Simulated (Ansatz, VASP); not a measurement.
## Ga2O3 in VASP and in Ansatz

```
Ga O
1.0
     2.50017    1.44347    4.48288
    -2.50017    1.44347    4.48288
     0.00000   -2.88695    4.48288
Ga O
4 6
Cartesian
  0.0000 0.0000 4.7837
  0.0000 0.0000 1.9406
  0.0000 0.0000 8.6649
  0.0000 0.0000 11.5080
  -0.9861 1.4435 7.8450
  -0.7570 -1.5758 7.8450
  1.7432 0.1323 7.8450
  0.9861 -1.4435 5.6036
  0.7570 1.5758 5.6036
  -1.7432 -0.1323 5.6036
```

Alike in both runs: functional PBEsol; k mesh 6 × 6 × 6; occupations gaussian, width 0.02 eV; no spin polarisation.

Ansatz relaxed the structure, and its values are those at the end. VASP's run is a single point on that final structure, the one shown.

|  | VASP | Ansatz |
| --- | --- | --- |
| version | VASP 6.6.1 | Ansatz 0.2.0 |
| potentials or method | VASP PAW PBE potentials, release 64 (Ga_d, O) | scalar-relativistic, plane waves, PAW |
| plane-wave cutoff (eV) | 520 | 420 |
| valence electrons in the cell | 88 | 88 |

```csv
,VASP,Ansatz,Ansatz less VASP
gap on the k mesh at the Fermi level (eV),2.70,2.70,-0.006
least direct gap on the mesh (eV),2.96,2.95,-0.007
pressure (GPa),0.7,0.0,-0.75
rms of the force components (eV/Å),0.012,0.000,-0.0121
```

Caveats: the PAW data sets were made with another functional, which shifts forces and pressure a little (VASP). A k mesh can miss the band edges. As with any semilocal functional, this PBEsol gap is likely too small.
